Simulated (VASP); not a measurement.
Consider the following.

```yaml
crystal:
  lattice:
    - [4.24817, 0.00000, 0.00000]
    - [0.00000, 4.24817, 0.00000]
    - [0.00000, 0.00000, 4.24817]
  atoms:
    - { symbol: Cs, position: [0.00000, 0.00000, 0.00000] }
    - { symbol: Br, position: [0.50000, 0.50000, 0.50000] }
```

These are PBEsol GGA, VASP's PBE PAW potentials (set 64) (plane waves; VASP) values and carry that method's errors. Run with 400 eV cut-off, 6×6×6 Γ-centred mesh, Gaussian smearing of 0.010 eV, potentials Cs_sv Br.

Give the electronic dielectric tensor ε∞ (DFPT, local fields included).

```
3.18  0.00  0.00
0.00  3.18  0.00
0.00  0.00  3.18
```

Give the Born effective charges.

| atom | Z*xx | Z*yy | Z*zz | mean |
|---|---|---|---|---|
| Cs1 | 1.33 | 1.33 | 1.33 | 1.33 |
| Br2 | -1.33 | -1.33 | -1.33 | -1.33 |

The compound is CsBr in the CsCl type structure. It was relaxed first.
